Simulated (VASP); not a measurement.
**VASP 6.6.1 run: MgS**

INCAR

```
PSTRESS = 500
ISMEAR = -1
GGA = CA
LWAVE = .FALSE.
ISIF = 3
EDIFFG = -5E-3
ENCUT = 600
LASPH = .TRUE.
PREC = Accurate
LREAL = .FALSE.
LCHARG = .FALSE.
NELM = 120
IBRION = 2
EDIFF = 1E-7
SIGMA = 0.2
NSW = 40
NBANDS = 11
```

KPOINTS

```
KPOINTS created by Atomic Simulation Environment
0
Gamma
8 8 8
0 0 0
```

POSCAR

```
Mg S
 1.0000000000000000
     0.0000000000000000    2.8484709019592778    2.8484709019592778
     2.8484709019592778    0.0000000000000000    2.8484709019592778
     2.8484709019592778    2.8484709019592778    0.0000000000000000
 Mg  S
   1   1
Cartesian
  0.0000000000000000  0.0000000000000000  0.0000000000000000
  1.4242354509796389  1.4242354509796389  1.4242354509796389
```

The recommended LDA PAW datasets give the neutral cell 8 valence electrons.

Command

```
mpirun -np 1 vasp_std
```

OSZICAR

```
N       E                     dE             d eps       ncg     rms          rms(c)
DAV:   1     0.250353520495E+02    0.25035E+02   -0.37448E+03   646   0.642E+02
DAV:   2    -0.783884064893E+01   -0.32874E+02   -0.31348E+02   776   0.105E+02
DAV:   3    -0.991117453583E+01   -0.20723E+01   -0.20693E+01   787   0.277E+01
DAV:   4    -0.992828691148E+01   -0.17112E-01   -0.17110E-01   758   0.305E+00
DAV:   5    -0.992850450155E+01   -0.21759E-03   -0.21759E-03   805   0.347E-01    0.398E+00
DAV:   6    -0.942007639414E+01    0.50843E+00   -0.13105E+00   713   0.411E+00    0.294E+00
DAV:   7    -0.937016860215E+01    0.49908E-01   -0.22488E-01   772   0.182E+00    0.219E+00
DAV:   8    -0.936594985443E+01    0.42187E-02   -0.15458E-02   737   0.723E-01    0.117E+00
DAV:   9    -0.936495741634E+01    0.99244E-03   -0.22763E-03   755   0.232E-01    0.389E-01
DAV:  10    -0.936497822034E+01   -0.20804E-04   -0.66494E-05   740   0.439E-02    0.142E-01
...
DAV:   4    -0.784171445005E+01    0.25105E-06   -0.96627E-07   731   0.644E-03    0.278E-02
DAV:   5    -0.784171379814E+01    0.65191E-06   -0.39268E-07   706   0.355E-03    0.785E-03
DAV:   6    -0.784171378022E+01    0.17920E-07   -0.22397E-08   373   0.823E-04
  18 F= 0.15096922E+01 E0= 0.15097570E+01  d E =-.258496E-03
       N       E                     dE             d eps       ncg     rms          rms(c)
DAV:   1    -0.785453119918E+01   -0.12817E-01   -0.90303E-04   659   0.159E-01    0.611E-02
DAV:   2    -0.785449009381E+01    0.41105E-04   -0.89422E-05   675   0.446E-02    0.233E-02
DAV:   3    -0.785448422792E+01    0.58659E-05   -0.28205E-05   731   0.246E-02    0.174E-02
DAV:   4    -0.785448415938E+01    0.68544E-07   -0.26799E-07   719   0.343E-03
  19 F= 0.15096515E+01 E0= 0.15097159E+01  d E =-.299191E-03
```

Standard output (part)

```
POSCAR found type information on POSCAR MgS
 POSCAR found :  2 types and       2 ions
 LDA part: xc-table for (Slater(with rela. corr.)+CA(PZ))
 , standard interpolation
 POSCAR, INCAR and KPOINTS ok, starting setup
 WAVECAR not read
 entering main loop
 curvature:   0.00 expect dE= 0.000E+00 dE for cont linesearch  0.000E+00
 search vector abs. value=  0.171E+02
 bond charge predicted
 trial-energy change:   26.203394  1 .order   32.454429  -17.122317   82.031175
 bond charge predicted
 curvature:  -0.09 expect dE=-0.229E+00 dE for cont linesearch -0.229E+00
 ZBRENT: interpolating
 opt :   0.2998  next Energy=     1.781787 (dE=-0.328E+01)
 bond charge predicted
 curvature:  -0.07 expect dE=-0.576E-01 dE for cont linesearch -0.576E-01
 ZBRENT: interpolating
 opt :   0.3655  next Energy=     1.514878 (dE=-0.355E+01)
 bond charge predicted
 curvature:  -0.16 expect dE=-0.594E-03 dE for cont linesearch -0.594E-03
 ZBRENT: interpolating
 opt :   0.3582  next Energy=     1.509700 (dE=-0.355E+01)
 bond charge predicted
 curvature:  -0.14 expect dE=-0.366E-03 dE for cont linesearch -0.366E-03
 ZBRENT: accuracy reached
 trial: gam=-0.01206 g(F)=  0.867E-50 g(S)=  0.255E-02 ort = 0.209E+00 (trialstep = 0.872E+00)
 search vector abs. value=  0.381E-06
 bond charge predicted
 ZBRENT: can't locate minimum, use default step
 bond charge predicted
 curvature:  -0.03 expect dE=-0.594E-04 dE for cont linesearch -0.594E-04
...
```

From OUTCAR

```
k-points           NKPTS =     29   k-points in BZ     NKDIM =     29   number of bands    NBANDS=     11

   NELECT =       8.0000    total number of electrons

   dimension x,y,z NGX =    32 NGY =   32 NGZ =   32
   dimension x,y,z NGXF=    64 NGYF=   64 NGZF=   64

  energy-cutoff  :      600.00
  volume of cell :       30.01
      direct lattice vectors                 reciprocal lattice vectors
     0.000000000  2.466376798  2.466376798    -0.202726526  0.202726526  0.202726526
     2.466376798  0.000000000  2.466376798     0.202726526 -0.202726526  0.202726526
     2.466376798  2.466376798  0.000000000     0.202726526  0.202726526 -0.202726526

 k-points in reciprocal lattice and weights: KPOINTS created by Atomic Simulation Env
   0.00000000  0.00000000  0.00000000       0.002
   0.12500000  0.00000000  0.00000000       0.016
   0.25000000  0.00000000  0.00000000       0.016
   0.37500000  0.00000000  0.00000000       0.016
   0.50000000  0.00000000  0.00000000       0.008
   0.12500000  0.12500000  0.00000000       0.012
   0.25000000  0.12500000  0.00000000       0.047
   0.37500000  0.12500000  0.00000000       0.047
   ...

 E-fermi :   5.9470

 k-point     1 :       0.0000    0.0000    0.0000
  band No.  band energies     occupation
      1      -8.8862      2.00000
      2       4.1966      1.99968
      3       4.1966      1.99968
      4       4.1966      1.99968
      5       9.8228      0.00000
      6      12.9537      0.00000
      7      12.9537      0.00000
      8      12.9537      0.00000
      9      15.6596      0.00000
     10      15.6596      0.00000
     11      20.3274      0.00000

 k-point     2 :       0.1250    0.0000    0.0000
  band No.  band energies     occupation
      1      -8.7068      2.00000
      2       3.2316      2.00000
      3       4.1194      1.99979
      4       4.1194      1.99979
      5      10.5120      0.00000
      6      12.9746      0.00000
      7      13.1968      0.00000
      8      13.1968      0.00000
      9      15.1126      0.00000
     10      15.1126      0.00000
     11      19.2171      0.00000

 k-point     3 :       0.2500    0.0000    0.0000
  band No.  band energies     occupation
      1      -8.2185      2.00000
      2       1.4390      2.00000
      3       3.9490      1.99991
      4       3.9490      1.99991
      5      10.8689      0.00000
      6      12.9642      0.00000
      7      12.9642      0.00000
      8      13.7949      0.00000
      9      15.4871      0.00000
     10      15.4871      0.00000
     11      18.4443      0.00000

 k-point     4 :       0.3750    0.0000    0.0000
  band No.  band energies     occupation
      1      -7.6135      2.00000
      2      -0.1101      2.00000
      3       3.7974      1.99996
      4       3.7974      1.99996
      5      10.6351      0.00000
      6      12.3007      0.00000
      7      12.3007      0.00000
      8      14.4104      0.00000
      9      17.3076      0.00000
     10      17.3076      0.00000
     11      19.3394      0.00000

 k-point     5 :       0.5000    0.0000    0.0000
  band No.  band energies     occupation
      1      -7.3069      2.00000
      2      -0.7498      2.00000
      3       3.7391      1.99997
      4       3.7391      1.99997
      5      10.5174      0.00000
      6      12.0387      0.00000
      7      12.0387      0.00000
      8      14.4173      0.00000
      9      18.8820      0.00000
     10      18.8820      0.00000
     11      20.7539      0.00000

 ...

  Total        9.3638078      9.3638078      9.3638078     -0.0000000     -0.0000000      0.0000000
  in kB      499.9824956    499.9824956    499.9824956     -0.0000000     -0.0000000      0.0000000
  external PRESSURE =      -0.0175044 kB  Pullay stress =     500.0000000 kB

 POSITION                                       TOTAL-FORCE (eV/Angst)
 -----------------------------------------------------------------------------------
      0.00000      0.00000      0.00000         0.000000      0.000000      0.000000
      1.23319      1.23319      1.23319        -0.000000     -0.000000     -0.000000
 -----------------------------------------------------------------------------------
    total drift:                                0.000000      0.000000      0.000000

  FREE ENERGIE OF THE ION-ELECTRON SYSTEM (eV)
  ---------------------------------------------------
  free  energy   TOTEN  =        -7.8544841594 eV

  energy  without entropy=       -7.8543553610  energy(sigma->0) =       -7.85441976
```

| ionic step | ΔH (meV/atom) | volume (Å³) | largest force (eV/Å) | pressure (GPa) | electronic steps |
| --- | --- | --- | --- | --- | --- |
| 1 | 0.0 | 46.22 | 0.000 | -3.32 | 13 |
| 2 | 13101.7 | 11.50 | 0.000 | 1076.63 | 11 |
| 3 | -1541.6 | 34.85 | 0.000 | 22.06 | 10 |
| 4 | -1709.8 | 32.45 | 0.000 | 33.70 | 9 |
| 5 | -1775.0 | 29.85 | 0.000 | 51.22 | 9 |
| 6 | -1775.1 | 30.13 | 0.000 | 49.00 | 7 |
| 7 | -1775.1 | 30.13 | 0.000 | 49.04 | 3 |
| 13 | -1775.2 | 30.11 | 0.000 | 49.17 | 3 |
| 14 | -1775.2 | 30.11 | 0.000 | 49.21 | 3 |
| 15 | -1775.2 | 30.10 | 0.000 | 49.28 | 4 |
| 16 | -1775.3 | 30.08 | 0.000 | 49.43 | 4 |
| 17 | -1775.3 | 30.04 | 0.000 | 49.73 | 4 |
| 18 | -1775.3 | 29.97 | 0.000 | 50.32 | 6 |
| 19 | -1775.3 | 30.01 | 0.000 | 50.00 | 4 |

It converged. Results: relaxed cell vector lengths 3.488, 3.488, 3.488 Å; relaxed cell volume 30.01 Å³.

 The volume moved far on the plane waves of the start cell, so a restart from CONTCAR is due.

For comparison, a separate LDA relaxation on usual settings, not on those above, ends at 43.54 Å³.

The run above took about 43 s on one core of a shared host (Intel Xeon 6975P-C) and held 0.18 GiB at most.
